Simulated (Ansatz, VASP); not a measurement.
# Ta2N: VASP beside Ansatz

File INCAR:

```
PREC = Accurate
ENCUT = 520
EDIFF = 1E-6
ISMEAR = 1
SIGMA = 0.12
LREAL = F
LASPH = T
NELM = 150
ALGO = Normal
ISIF = 2
LWAVE = F
LCHARG = F
ISPIN = 2
MAGMOM = 0 0 0
LORBIT = 11
LMAXMIX = 4
GGA = PS
NBANDS = 24
```

The input KPOINTS:

```
regular mesh
0
Gamma
  6 6 4
```

Contents of POSCAR:

```
Ta2N
1.0
    3.1128615060      0.0000000000      0.0000000000
   -1.5564307530      2.6958171426      0.0000000000
    0.0000000000      0.0000000000      4.8698410000
Ta N
2 1
Direct
    0.6666666667      0.3333333333      0.7452890000
    0.3333333333      0.6666666667      0.2547110000
    0.0000000000      0.0000000000      0.0000000000
```

Input for Ansatz:

```yaml
crystal:
  lattice:
    - [3.112861506, 0.0, 0.0]
    - [-1.556430753, 2.6958171426, 0.0]
    - [0.0, 0.0, 4.869841]
  atoms:
    - { symbol: Ta, position: [0.6666666667, 0.3333333333, 0.745289] }
    - { symbol: Ta, position: [0.3333333333, 0.6666666667, 0.254711] }
    - { symbol: "N", position: [0.0, 0.0, 0.0] }
basis:
  ecutwfc: 420
kpoints:
  mp_grid: { grid: [6, 6, 4] }
hamiltonian:
  xc: pbesol
scf:
  occupations: { method: cold, width: 0.12 }
  max_iter: 100
output:
  forces: true
  stress: true
  eigenvalues: true
magnetization:
  spin_polarized: true
  initial_magnetization: 6.0
```

Alike in both runs: task single point; functional PBEsol; k mesh 6 × 6 × 4; collinear spin.

|  | VASP | Ansatz |
| --- | --- | --- |
| version | VASP 6.6.1 | Ansatz 0.2.0 |
| potentials or method | VASP PAW PBE potentials, release 64 (Ta_pv, N) | scalar-relativistic, plane waves, PAW |
| plane-wave cutoff (eV) | 520 | 420 |
| occupations | methfessel-paxton of order 1, width 0.12 eV | cold, width 0.12 eV |
| valence electrons in the cell | 27 | 31 |

|  | VASP | Ansatz | Ansatz less VASP |
| --- | --- | --- | --- |
| gap on the k mesh at the Fermi level (eV) | none | none | - |
| pressure (GPa) | -8.6 | -9.1 | -0.45 |
| largest component of the traceless stress (GPa) | 0.28 | 0.05 | -0.226 |
| rms of the force components (eV/Å) | 0.239 | 0.266 | +0.0270 |
| net moment per atom (μB) | 0.00 | 0.00 | 0.000 |

Atom by atom the forces differ by 0.027 eV/Å (rms over components). A gap of «none» marks a metal or a gap that the smearing closes. The two sets of potentials don't hold the same shells in valence. Ansatz warned: «seeded_moment_not_kept».

Caveats: the k mesh is coarse (spacing up to 0.39 Å⁻¹), so the values aren't converged; the PAW data sets were made with another functional, which shifts forces and pressure a little (VASP). The runs have no spin-orbit coupling, so splittings on Ta are missing.
